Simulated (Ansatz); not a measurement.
A single-point calculation of Sn built on the diamond prototype with the plane-wave code Ansatz, at the level r2SCAN. The cell was relaxed with r2SCAN and then strained (epitaxial +5.52 % in the plane normal to [111], free normal strain -3.22 %), with the atoms relaxed again with r2SCAN; k points keep the names of the unstrained zone.

input.yaml:
```yaml
crystal:
  lattice:
    - [-0.1914399709, 3.2743219881, 3.2743219881]
    - [3.2743219881, -0.1914399709, 3.2743219881]
    - [3.2743219881, 3.2743219881, -0.1914399709]
  atoms:
    - { symbol: Sn, position: [-0.0050693258, -0.0050693258, -0.0050693258] }
    - { symbol: Sn, position: [0.2550693258, 0.2550693258, 0.2550693258] }
kpoints:
  mp_grid: { grid: [6, 6, 6] }
  band_path:
    path:
      - [0.0, 0.0, 0.0]
      - [0.5, 0.0, 0.5]
      - [0.625, 0.25, 0.625]
      - [0.375, 0.375, 0.75]
      - [0.5, 0.5, 0.5]
      - [0.5, 0.25, 0.75]
      - [-0.04834, 0.0, 0.048177]
    npoints: 1
hamiltonian:
  xc: r2scan
scf:
  occupations: { method: fermi_dirac, width: 0.02 }
  n_extra_bands: 4
output:
  forces: true
  stress: true
  eigenvalues: true
```

Command: `ansatz run input.yaml --threads 4 --pin off --max-ram 3686MiB --backend cpu --events-out ev --progress --plain --runs-dir out`. Wall time 2.3 s on 4 threads of Arm Neoverse V1, with other jobs on the host, load about 0.2 per core; peak host memory 0.56 GiB.

Main lines of the log:
```
scf.n_extra_bands = 4 over 14 filled bands (N_el = 28.0): the run solves 18 bands
Pseudopotential: Sn, paw, valence charge 14, recommended cutoff 500 eV (meta_gga)
Functional definition: r2SCAN
Crystal: 2 atoms, lattice volume = 76.360 Å³
Basis set: ecut = 500 eV, 1909 PW (Γ)
Symmetry: 12 space group operations
Space group: R-3m (ITA 166)
k-points: 32 of 216
SCF iter   1: HF=-12077.142185 eV  Δρ=5.06e-3  dr2=8.24e-3
preconditioner: auto → none  [σ=0.020 eV  ℏωp=22.5 eV]
SCF iter   2: HF=-12077.146886 eV  Δρ=1.97e-3  dr2=1.37e-3
SCF iter   3: HF=-12077.147223 eV  Δρ=6.89e-4  dr2=1.89e-4
SCF iter   4: HF=-12077.147175 eV  Δρ=8.69e-5  dr2=3.87e-6
SCF iter   5: HF=-12077.147173 eV  Δρ=1.27e-5  dr2=1.41e-7
SCF iter   6: HF=-12077.147173 eV  Δρ=4.25e-6  dr2=9.07e-9
SCF 1 converged in 6 iterations: F = -12077.147173 eV  dr2 = 9.07e-9
Free energy (F): -12077.147173 eV
Internal energy: -12077.146287 eV  (E = F + TS)
E sigma→0 (E₀):  -12077.146730 eV
Entropy (-TS):   -0.000886 eV (-0.443 meV/atom)
Fermi energy:    6.298939 eV
--- Per-component energies (eV) ---
  E_band       = -299.203076
  E_kinetic    = 371.268912
  E_local      = -2434.048454
  E_nonlocal   = -65.192846
  E_hartree    = 1376.925781
  E_xc         = -747.017936
  E_vxc        = -206.125812
  E_paw        = -8321.286528
  E_vpaw       = -732.250031
  E_vtau       = 13.291826
  E_ewald      = -2259.265857
  E_core_change = 1.470640
  E_smearing   = -0.000886
--- Forces (eV/Å), atoms counted from 1 ---
  atom   1  Sn      0.00114      0.00114      0.00114
  atom   2  Sn    -0.00114    -0.00114    -0.00114
--- Stress (GPa, compression-positive) ---
       -2.621178       1.308606       1.308606
        1.308606      -2.621178       1.308606
        1.308606       1.308606      -2.621178
  P = ⅓ Tr σ = -2.6212 GPa (-26.212 kbar)
```

Levels at the listed points, from bands.tsv (eV from the Fermi energy, bands near the gap, counted from 0):
```tsv
# k_distance	band_9	band_10	band_11	band_12	band_13	band_14	band_15	band_16	band_17
# fermi_ev = 6.298939
# [0, 0, 0] at k_distance = 0.000000
# [0.5, 0, 0.5] at k_distance = 0.934560
# [0.625, 0.25, 0.625] at k_distance = 1.274620
# [0.375, 0.375, 0.75] at k_distance = 1.829714
# [0.5, 0.5, 0.5] at k_distance = 2.384809
# [0.5, 0.25, 0.75] at k_distance = 3.025776
# [-0.04834, 0, 0.048177] at k_distance = 4.064897
# levels_relative_to = fermi_ev
0.000	-21.805	-10.275	-1.188	-0.045	-0.045	0.476	2.202	2.202	2.830
0.935	-21.784	-7.453	-7.259	-2.428	-1.916	0.763	1.530	6.998	7.565
1.275	-21.777	-7.648	-6.939	-2.892	-2.075	0.998	4.099	5.232	5.931
1.830	-21.777	-7.648	-6.939	-2.892	-2.075	0.998	4.099	5.232	5.931
2.385	-21.839	-8.482	-5.990	-1.279	-1.279	-0.660	3.164	3.164	5.669
3.026	-21.777	-7.456	-7.166	-2.750	-2.590	2.856	3.646	4.155	4.849
4.065	-21.802	-10.222	-1.827	-0.239	0.330	0.447	2.403	2.452	2.890
```
In order the rows are Γ, X, U, K, L, W, (-0.048, 0, 0.048).

r2SCAN gives no gap: the lowest nominally empty band dips 0.99 eV below the top of the last filled one (its bottom at L, the top at k = (-0.048, 0, 0.048)), so the cell is a metal or semimetal at this level. With the atoms held, the mean pressure is -2.62 GPa (compression positive).

The values are computed, spin-unpolarised, and not measurements.

No spin-orbit coupling is included; it can move band edges with weight on the heavy atoms by tenths of an eV.
